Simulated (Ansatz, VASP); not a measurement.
## Two plane-wave programs on Rh

```
Rh
1.0
    -1.33075    1.33075    2.02454
     1.33075   -1.33075    2.02454
     1.33075    1.33075   -2.02454
Rh
1
Direct
  0.00000 0.00000 0.00000
```

Alike in both runs: task relaxation of cell and atoms; functional r2SCAN; k mesh 8 × 8 × 8; occupations gaussian, width 0.1 eV; no spin polarisation.

|  | VASP | Ansatz |
| --- | --- | --- |
| version | VASP 6.6.1 | Ansatz 0.2.0 |
| potentials or method | VASP PAW PBE potentials, release 64 (Rh_pv) | scalar-relativistic, plane waves, PAW |
| plane-wave cutoff (eV) | 600 | 500 |
| valence electrons in the cell | 15 | 17 |

```tsv
	VASP	Ansatz	Ansatz less VASP
gap on the k mesh at the Fermi level, each at its own relaxed structure (eV)	none	none	-
relaxed volume (Å³/atom)	13.81	13.76	-0.046
relaxed cell length with the largest relative difference (Å)	2.693	2.690	-0.0032
energy change over the relaxation (meV/atom)	-51	-54	-3.5
```

A gap of «none» marks a metal or a gap that the smearing closes. The two sets of potentials don't hold the same shells in valence.

Caveats: the k mesh is coarse (spacing up to 0.42 Å⁻¹), so the values aren't converged; the PAW data sets were made with another functional, which shifts forces and pressure a little (VASP).
